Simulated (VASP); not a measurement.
## MgS in VASP 6.6.1, single-point calculation

INCAR

```
ISMEAR = -1
SIGMA = 0.02
LWAVE = .FALSE.
NBANDS = 11
GGA = PS
EDIFF = 1E-7
ENCUT = 520
LCHARG = .FALSE.
ISIF = 2
NSW = 0
LREAL = .FALSE.
IBRION = -1
PREC = Single
LASPH = .TRUE.
NELM = 120
```

KPOINTS

```
KPOINTS created by Atomic Simulation Environment
0
Gamma
6 6 6
0 0 0
```

POSCAR

```
Mg S
 1.0000000000000000
    -0.0743000000000000    2.8090999999999999    2.8151000000000002
     2.8650000000000002   -0.0375000000000000    2.7782000000000000
     2.8611000000000000    2.7684000000000002   -0.0336000000000000
 Mg  S
   1   1
Cartesian
  2.8542749000000001  0.0395675800000000  2.8081805799999997
  1.4002535800000000  1.3722442400000001  1.3529420200000002
```

The recommended PBE PAW datasets give the neutral cell 8 valence electrons.

Command

```
mpirun -np 1 vasp_std
```

Problem. Predict the outcome of this run.

Solution. It converged. Results: gap between bands v and c on the k mesh 3.17 eV; least direct gap on the k mesh 3.17 eV; pressure -0.1 GPa; largest force 0.87 eV/Å. Band v is the last that the valence electrons fill when counted band by band, and c is the next.

OSZICAR

```
N       E                     dE             d eps       ncg     rms          rms(c)
DAV:   1     0.240343111485E+02    0.24034E+02   -0.34105E+03  2496   0.577E+02
DAV:   2    -0.737772473191E+01   -0.31412E+02   -0.30159E+02  2979   0.980E+01
DAV:   3    -0.933000821681E+01   -0.19523E+01   -0.19490E+01  3060   0.269E+01
DAV:   4    -0.934627229066E+01   -0.16264E-01   -0.16262E-01  2958   0.295E+00
DAV:   5    -0.934647059724E+01   -0.19831E-03   -0.19830E-03  3077   0.322E-01    0.375E+00
DAV:   6    -0.888464441015E+01    0.46183E+00   -0.11416E+00  2773   0.391E+00    0.271E+00
DAV:   7    -0.884405348868E+01    0.40591E-01   -0.23979E-01  2977   0.195E+00    0.206E+00
DAV:   8    -0.884587901926E+01   -0.18255E-02   -0.15998E-02  2812   0.753E-01    0.105E+00
DAV:   9    -0.884510236661E+01    0.77665E-03   -0.20524E-03  2890   0.222E-01    0.355E-01
DAV:  10    -0.884518543802E+01   -0.83071E-04   -0.27457E-04  2824   0.805E-02    0.147E-02
DAV:  11    -0.884519532737E+01   -0.98894E-05   -0.79214E-06  3026   0.157E-02    0.281E-02
DAV:  12    -0.884519604816E+01   -0.72079E-06   -0.14987E-06  2842   0.634E-03    0.574E-03
DAV:  13    -0.884519633127E+01   -0.28311E-06   -0.38586E-07  2875   0.337E-03    0.523E-03
DAV:  14    -0.884519627495E+01    0.56313E-07   -0.21991E-08  1840   0.760E-04
   1 F= -.88451963E+01 E0= -.88451963E+01  d E =-.781248E-11
```

Standard output (part)

```
POSCAR found type information on POSCAR MgS
 POSCAR found :  2 types and       2 ions
 LDA part: xc-table for (Slater+PW92), standard interpolation
 POSCAR, INCAR and KPOINTS ok, starting setup
 WAVECAR not read
 entering main loop
```

For comparison, a separate PBEsol run of the intended cell, on usual settings and not on those above, gives a gap of 3.17 eV on its mesh and a pressure of -0.2 GPa.
